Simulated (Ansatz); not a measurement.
# What the exchange settings do to a defect level: V_N in AlN (P6_3mc), part 2 of 2

Question: how much does the treatment of exact exchange change the (+1/0) level of V_N in AlN (P6_3mc), and what does each choice cost? Model: a cell of 128 host atoms with 1 N taken out.

Ansatz 0.2.0; plane-wave PAW DFT; relaxations with PBEsol, then single points with HSE06, on supercells at fixed charge in a uniform background.

So far: The starting structure; Relaxing both charge states, PBEsol.

### 3. First setting: defaults

In a hybrid run most of the time goes into the exchange operator. Its cutoff, the treatment of the Coulomb singularity and the way it is built trade time against accuracy. The single points sample the zone centre alone.

Input file qp1.xdefault/input.yaml:

```yaml
crystal:
  checkpoint: "../qp1.relax.run"
  host: checkpoint
total_charge: 1
basis:
  ecutwfc: 420
  xc_grid: 2
hamiltonian:
  xc: hse06
  pseudopotentials: { kind: paw, azcp: { folder: soft_1 } }
kpoints:
  mp_grid: { grid: [1, 1, 1] }
scf:
  occupations: { method: fixed }
  max_iter: 100
  exx: {}
output:
  forces: true
  charged_corrections:
    epsilon: [4.5, 4.5, 4.73]
    static_epsilon: [8.2, 8.2, 9.74]
    defect_position: [0.553575, 0.636908, 0.75]
  eigenvalues: true
checkpoint:
  write: "../qp1.xdefault.run"
  compress: false
  write_wavefunctions: false
  write_every: 100000
```

Command:

```sh
$ ansatz run input.yaml --threads 32 --pin off --max-ram 84787MiB --backend cuda --events-out ev --progress --plain --runs-dir out --max-vram 78GiB
```

Numbers of over 12 decimals in the logs are rounded to 6 here.

The log of the run:

```text
[...]
crystal.checkpoint: the structure is that of <dir>, a `relax` run, at its step 5: its result, under pbesol at a charge of 1 e; 127 atoms read, 0 with a starting moment; this deck's functional is hse06; no density is read with it (checkpoint.read); [...]
exact exchange: scf.exx.singularity resolves to wigner_seitz, which cuts the screened interaction at the faces of the exchange supercell's Wigner-Seitz cell, so that each pair interacts once, at the shortest of its separations (the periodic images that this [...]
[...]
davidson cushion auto → on  (no smearing: the cushion is to keep the highest requested band from converging to the state above it; pin scf.eigensolver.cushion to override)
[...]
Crystal: 127 atoms, lattice volume = 1338.931 Å³
Basis set: ecut = 420 eV, 26161 PW (Γ), exchange–correlation on 200×200×160 points (8 copies of the dense FFT grid, shifted against one another)
Bands: 380, of which v1, the nominal top of the filled ones, is band 253 counted from 1 (252 counted from 0)
Symmetry: 1 space group operations
[...]
k-points: 1
[...]
SCF iter   1: F=—  HF=-58867.156299 eV  |Δ(HF+E_count)|=         —  Δρ=1.41e-1  dr2=3.25e2  Hψ=1467
[...]
SCF iter   2: F=—  HF=-58786.286238 eV  |Δ(HF+E_count)|=    8.09e1  Δρ=7.78e-2  dr2=5.05e1  Hψ=1107
[...]
SCF iter   7: F=-58772.034849 eV  HF=-58772.034911 eV  |Δ(HF+E_count)|=   1.70e-3  Δρ=2.61e-4  dr2=5.21e-4  Hψ=1133
SCF 1 stopped early in 7 iterations: F = -58772.034849 eV  dr2 = 5.21e-4
[...]
Exchange kernel: α = 0.2500, screened, ω = 0.2079 Å⁻¹, Wigner–Seitz truncation, v(0) = 960.0235 eV·Å³, q-mesh 1×1×1, nearest image of the exchange supercell L = 11.75 Å, pair-density grid 60×60×45, without the augmentation charges, whose exchange is taken in [...]
Frozen-core exchange: fock
SCF iter   1: F=—  HF=-58801.791609 eV  |Δ(HF+E_count)|=         —  Δρ=6.10e-3  dr2=2.62e-1  Hψ=2316
SCF iter   2: F=—  HF=-58801.698985 eV  |Δ(HF+E_count)|=   9.26e-2  Δρ=2.07e-3  dr2=3.94e-2  Hψ=1431
[...]
SCF iter   8: F=-58801.847186 eV  HF=-58801.847188 eV  |Δ(HF+E_count)|=   2.40e-5  Δρ=1.22e-5  dr2=2.11e-5  Hψ=1022
SCF 2 stopped early in 8 iterations: F = -58801.847186 eV  dr2 = 2.11e-5
  Residual-converged pass: ⟨swp⟩=3.0  Hψ=962  notcnv=0  max |occ|·‖R‖ = 4.5e-6 eV (tolerance 6.7e-6 eV)  dr2=2.10e-5  dr2_onsite=1.19e-7  max |Δocc| = 0.0e0
hybrid outer 1: dexx = +1.806e-1 eV, tail = 1.03e-4 eV
[...]
SCF iter   1: F=—  HF=-58801.846002 eV  |Δ(HF+E_count)|=         —  Δρ=2.18e-5  dr2=6.84e-6  Hψ=963
[...]
SCF iter   2: F=—  HF=-58801.846001 eV  |Δ(HF+E_count)|=   1.11e-6  Δρ=5.55e-6  dr2=2.55e-7  Hψ=1171
[...]
SCF iter   4: F=-58801.846001 eV  HF=-58801.846001 eV  |Δ(HF+E_count)|=   3.81e-8  Δρ=1.06e-6  dr2=5.00e-9  Hψ=1029
SCF 3 converged in 4 iterations: F = -58801.846001 eV  dr2 = 5.00e-9
[...]
hybrid outer 2: dexx = +7.658e-7 eV, tail = 1.93e-8 eV, Δε = 8.50e-4 eV (about 1.35e-5 eV left of the loop's levels), ΔF = 2.09e-3 eV/Å (tail 1.30e-4)
hybrid SCF converged: 2 outer / 12 inner (+7 warm-up), last move |dexx| = 7.66e-7 eV, tail = 1.93e-8 eV
Stability not checked: this state was not tested for a lower state beside it, because the functional holds exact exchange (a hybrid, or Hartree-Fock), whose exchange loop this test does not read (fock_operator; see scf.lower_state_search)
Free energy (F): -58801.846002 eV
[...]
Internal energy: -58801.846002 eV  (E = F + TS)
E sigma→0 (E₀):  -58801.846002 eV
Fermi energy:    6.556656 eV
[...]
--- Forces (eV/Å), atoms counted from 1 ---
  atom   1  Al    -0.01508284     0.00382417    -0.01258754
  atom   2  Al    -0.01733143     0.00258204    -0.01334436
  [... 4 atoms left out ...]
  [... 121 more lines of this table ...]
  max |Σ_I F_I| component: 1.53e-4 eV/Å
[...]
F Makov-Payne    = n/a  (the rows are of the electrons' constant alone; ansatz place-levels tells what screens the charge)
[...]
--- Band table (eV) ---
[...]
```

The job ended after 9.1 s (1 × NVIDIA GB200 with 32 threads of Arm Neoverse V2, shared host; peak memory 1.7 GiB).

Both charges and the host at this setting go to place-levels, which corrects for the image charge and aligns the potentials.

Input file levels.xdefault.yaml:

```yaml
host:
  run: host.xdefault.run
states: [q0_M1.xdefault.run, qp1.xdefault.run]
geometry_from:
  q0_M1.xdefault.run: q0_M1.relax.run
  qp1.xdefault.run: qp1.relax.run
  host.xdefault.run: host.relax.run
```

Command:

```sh
$ ansatz place-levels levels.xdefault.yaml -- --threads 32 --pin off --max-ram 84787MiB
```

The log of the run:

```text
(+1/0) 4.297 eV above the valence edge, 1.255 eV under the conduction edge
  edges by hse06, gap 5.552 eV; the host is sampled to repeats of 11.75 Å
  the defect's cells are sampled to repeats of 11.75 Å, like sampling
  charge +1: -58801.6902 eV with its correction of +0.156 eV, at epsilon [8.2, 8.2, 9.74], aligned at sites: -0.0605 eV, mean over 48 atomic sites at or beyond 5.88 Å from the defect at [0.5536, 0.6369, 0.7500], with +0.000813 for the charge's moments and [...]
  charge 0: +0.000 eV for its dipole among its images, +0.000 omitted
  of the host: (host) hybrid's levels can ripple along a path where its exchange mesh is coarse, and an extremum then takes the crest, of which none of its warnings tells: converge the edges in the exchange mesh (kpoints.mp_grid)
  of states[1] (qp1.xdefault.run): its energy less the host's errs by more the larger the cell: their exchange is not summed between the same points (point_sum); [...]
  of states[0] (q0_M1.xdefault.run): its energy less the host's errs by more the larger the cell: their exchange is not summed between the same points (point_sum); [...]
```

Wall time 0.18 s (32 threads).

At this setting the gap is 5.552 eV and (+1/0) lies 4.297 eV above the valence top.

### 4. The other settings

In the defect's inputs only the studied keys change. One input of each further setting:

qp1.xf1/input.yaml, as its differences from qp1.xdefault/input.yaml of step 3:

```diff
@@ -15,3 +15,3 @@
   max_iter: 100
-  exx: {}
+  exx: { ecutfock_ratio: 1 }
 output:
@@ -24,3 +24,3 @@
 checkpoint:
-  write: "../qp1.xdefault.run"
+  write: "../qp1.xf1.run"
   compress: false
```

qp1.xf2/input.yaml, as its differences from qp1.xf1/input.yaml of step 4:

```diff
@@ -15,3 +15,3 @@
   max_iter: 100
-  exx: { ecutfock_ratio: 1 }
+  exx: { ecutfock_ratio: 2 }
 output:
@@ -24,3 +24,3 @@
 checkpoint:
-  write: "../qp1.xf1.run"
+  write: "../qp1.xf2.run"
   compress: false
```

qp1.xf4/input.yaml, as its differences from qp1.xf2/input.yaml of step 4:

```diff
@@ -15,3 +15,3 @@
   max_iter: 100
-  exx: { ecutfock_ratio: 2 }
+  exx: { ecutfock_ratio: 4 }
 output:
@@ -24,3 +24,3 @@
 checkpoint:
-  write: "../qp1.xf2.run"
+  write: "../qp1.xf4.run"
   compress: false
```

qp1.xreg/input.yaml, as its differences from qp1.xf4/input.yaml of step 4:

```diff
@@ -15,3 +15,3 @@
   max_iter: 100
-  exx: { ecutfock_ratio: 4 }
+  exx: { singularity: regularized }
 output:
@@ -24,3 +24,3 @@
 checkpoint:
-  write: "../qp1.xf4.run"
+  write: "../qp1.xreg.run"
   compress: false
```

Regularised singularity: its level rests on band edges found in another way, so it is left out of the table.

qp1.xws/input.yaml, as its differences from qp1.xreg/input.yaml of step 4:

```diff
@@ -15,3 +15,3 @@
   max_iter: 100
-  exx: { singularity: regularized }
+  exx: { singularity: wigner_seitz }
 output:
@@ -24,3 +24,3 @@
 checkpoint:
-  write: "../qp1.xreg.run"
+  write: "../qp1.xws.run"
   compress: false
```

qp1.xscdm/input.yaml, as its differences from qp1.xws/input.yaml of step 4:

```diff
@@ -15,3 +15,3 @@
   max_iter: 100
-  exx: { singularity: wigner_seitz }
+  exx: { scdm_threshold: 0.01 }
 output:
@@ -24,3 +24,3 @@
 checkpoint:
-  write: "../qp1.xws.run"
+  write: "../qp1.xscdm.run"
   compress: false
```

Localised orbitals (threshold 0.01): the run was refused (Error: scf.exx.scdm_threshold with hamiltonian.xc: <hybrid> with hamiltonian.pseudopotentials.kind: paw|paw_fr|all_electron — the SCDM localisation and its screened pair loop are implemented on the [...]).

### 5. Result against cost

Times of the states on 1 × NVIDIA GB200 with 32 threads of Arm Neoverse V2, shared host; the host is run again at each setting:

```
treatment of exact exchange  gap (eV)  (+1/0) above the valence top (eV)  under the conduction bottom (eV)  level less that at exchange cutoff 4× (meV)  time, both charge states  time, host and placing  peak memory of a state (GiB)
                   defaults     5.552                              4.297                             1.255                                            0                      23 s                    76 s                           2.0
         exchange cutoff 1×     5.550                              4.296                             1.254                                           -1                      24 s                    58 s                           2.3
         exchange cutoff 2×     5.552                              4.297                             1.255                                            0                      27 s                    64 s                           2.3
         exchange cutoff 4×     5.552                              4.297                             1.255                                            0                      24 s                    65 s                           2.4
    Wigner–Seitz truncation     5.552                              4.297                             1.255                                            0                      25 s                    64 s                           2.0
```

### 6. Results

```yaml
plus_1_over_0_level_defaults: 4.30 eV
plus_1_over_0_level_exchange_cutoff_1x: 4.30 eV
plus_1_over_0_level_exchange_cutoff_2x: 4.30 eV
plus_1_over_0_level_exchange_cutoff_4x: 4.30 eV
plus_1_over_0_level_wigner_seitz_truncation: 4.30 eV
```

**Reading.** Over the settings in the table the level spans 0.001 eV; 3 of the 3 other distinct settings kept lie within 0.02 eV of the reference (exchange cutoff 4×, 4.30 eV); times on a shared host scatter too much to rank them. Wigner–Seitz truncation repeats the energies of the defaults to 0.1 meV: the defaults resolve to this setting, so it is no further test. The program warns that hybrid band edges depend on the exchange mesh, which was not varied here; the gaps may carry that error. Only the charges 0 and +1 were run, each from one start, so (+1/0) need not be a change between stable states. Left out of the table: regularised singularity (4.30 eV), placed on band edges found in another way than the rows above. What this leaves open: sampling at the zone centre alone can move energies of charged and open-shell states by tenths of an eV or more in cells of this size; the structures are those of PBEsol; force components of up to 0.22 eV/Å remain in a run at the final settings.

[Logs are printed without paths, hosts, clocks, repeated set-up lines and the standing remarks that a program may print on its own settings, such as how far it seeks lower states.]

[Hosts, paths, dates, database ids (printed as entryN), source tags and the programs' standing remarks are cut or masked in the printed files.]

[Where a table of states has a column of steps, it counts the stored structures, which are thinned; the runs took as many ionic steps or more.]

[For some hosts the program warned that the k-mesh of the response run may be too coarse for force constants and the static dielectric constant; such warnings are not shown here.]
